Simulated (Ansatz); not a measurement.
Geometry optimisation in Ansatz: input, command and trajectory.

```yaml
crystal:
  lattice:
    - [-2.1875174103, 3.9678508199, 3.7296186365]
    - [2.1875174103, -3.9678508199, 3.7296186365]
    - [2.1875174103, 3.9678508199, -3.7296186365]
  atoms:
    - { symbol: C, position: [0.9262152792, 0.8428815615, 0.0833337176] }
    - { symbol: C, position: [0.7404521561, 0.1571184385, 0.5833337176] }
    - { symbol: C, position: [0.0737847208, 0.1571184385, 0.9166662824] }
    - { symbol: C, position: [0.2595478439, 0.8428815615, 0.4166662824] }
    - { symbol: O, position: [0.1426509967, 0.8926509967, 0.25] }
    - { symbol: O, position: [0.8573490033, 0.1073490033, 0.75] }
    - { symbol: O, position: [0.7746811778, 0.5, 0.7746811778] }
    - { symbol: O, position: [0.2253188222, 0.0, 0.7253188222] }
    - { symbol: O, position: [0.2253188222, 0.5, 0.2253188222] }
    - { symbol: O, position: [0.7746811778, 0.0, 0.2746811778] }
    - { symbol: O, position: [0.0, 0.0, 0.0] }
    - { symbol: O, position: [0.5, 0.0, 0.5] }
basis:
  ecutwfc: 420
kpoints:
  mp_grid: { grid: [6, 6, 6] }
hamiltonian:
  xc: lda
scf:
  occupations: { method: gaussian, width: 0.02 }
output:
  forces: true
  stress: true
  eigenvalues: true
relax:
  adjacent_minimum: "off"
  f_tol: 0.01
  max_steps: 60
  cell: { stress_tol: 0.1 }
```

```bash
ansatz run input.yaml --threads 2 --pin off --max-ram 5120MiB --backend cpu --events-out ev --progress --plain --runs-dir out
```

Computed with DFT LDA, scalar-relativistic, plane waves, PAW in Ansatz.

Of 4 frames 3 are shown, positions in Å and forces in eV/Å; the SCF threshold varies from step to step. Steps run on the plane waves of an earlier cell, with a Pulay correction in the pressure. The basis is chosen afresh for the last frame, the zero of the energies, and at times for earlier ones too; energy and pressure step there, also at an unchanged geometry.

```xyz
12
Lattice="-2.1875 3.9679 3.7296 2.1875 -3.9679 3.7296 2.1875 3.9679 -3.7296" Properties=species:S:1:pos:R:3:forces:R:3 pbc="T T T" step=1 free_energy_over_end_meV_per_atom=0.02 pressure_GPa=-0.07
C     0.0000    0.6613    6.2873    0.0000   -0.0025   -0.0250
C     0.0000    4.6292    1.1720    0.0000   -0.0025    0.0250
C     2.1875    3.3065   -2.5576    0.0000    0.0025    0.0250
C     2.1875   -0.6613    2.5576    0.0000    0.0025   -0.0250
O     2.1875   -1.9839    2.9289    0.0000    0.0000   -0.0001
O     0.0000    5.9518    0.8007    0.0000    0.0000    0.0001
O     1.0938    4.1637    1.8648    0.0000    0.0056    0.0000
O     1.0938    3.7720   -1.8648    0.0000   -0.0056    0.0000
O     1.0938   -0.1959    1.8648    0.0000   -0.0056    0.0000
O    -1.0938    4.1637    1.8648    0.0000    0.0056    0.0000
O     0.0000    0.0000    0.0000    0.0000    0.0000    0.0000
O     0.0000    3.9679    0.0000    0.0000    0.0000    0.0000
12
Lattice="-2.1875 3.9674 3.7291 2.1875 -3.9674 3.7291 2.1875 3.9674 -3.7291" Properties=species:S:1:pos:R:3:forces:R:3 pbc="T T T" step=2 free_energy_over_end_meV_per_atom=-0.01 pressure_GPa=-0.02
C     0.0000    0.6611    6.2861    0.0000   -0.0031   -0.0135
C     0.0000    4.6285    1.1722    0.0000   -0.0031    0.0135
C     2.1875    3.3063   -2.5569    0.0000    0.0031    0.0135
C     2.1875   -0.6611    2.5569    0.0000    0.0031   -0.0135
O     2.1875   -1.9837    2.9281    0.0000    0.0000   -0.0025
O     0.0000    5.9511    0.8010    0.0000    0.0000    0.0025
O     1.0937    4.1629    1.8646    0.0000    0.0039    0.0000
O     1.0937    3.7718   -1.8646    0.0000   -0.0039    0.0000
O     1.0937   -0.1956    1.8646    0.0000   -0.0039    0.0000
O    -1.0937    4.1629    1.8646    0.0000    0.0039    0.0000
O     0.0000    0.0000    0.0000    0.0000    0.0000    0.0000
O     0.0000    3.9674    0.0000    0.0000    0.0000    0.0000
12
Lattice="-2.1872 3.9671 3.7292 2.1872 -3.9671 3.7292 2.1872 3.9671 -3.7292" Properties=species:S:1:pos:R:3:forces:R:3 pbc="T T T" step=4 free_energy_over_end_meV_per_atom=0.00 pressure_GPa=0.00
C     0.0000    0.6608    6.2858    0.0000   -0.0018    0.0018
C     0.0000    4.6279    1.1726    0.0000   -0.0018   -0.0018
C     2.1872    3.3063   -2.5566    0.0000    0.0018   -0.0018
C     2.1872   -0.6608    2.5566    0.0000    0.0018    0.0018
O     2.1872   -1.9836    2.9276    0.0000    0.0000   -0.0045
O     0.0000    5.9507    0.8017    0.0000    0.0000    0.0045
O     1.0936    4.1623    1.8646    0.0000    0.0004    0.0000
O     1.0936    3.7719   -1.8646    0.0000   -0.0004    0.0000
O     1.0936   -0.1952    1.8646    0.0000   -0.0004    0.0000
O    -1.0936    4.1623    1.8646    0.0000    0.0004    0.0000
O     0.0000    0.0000    0.0000    0.0000    0.0000    0.0000
O     0.0000    3.9671    0.0000    0.0000    0.0000    0.0000
```

Time: 30 s on 2 threads of Arm Neoverse V2 (shared host), peak memory 0.49 GiB.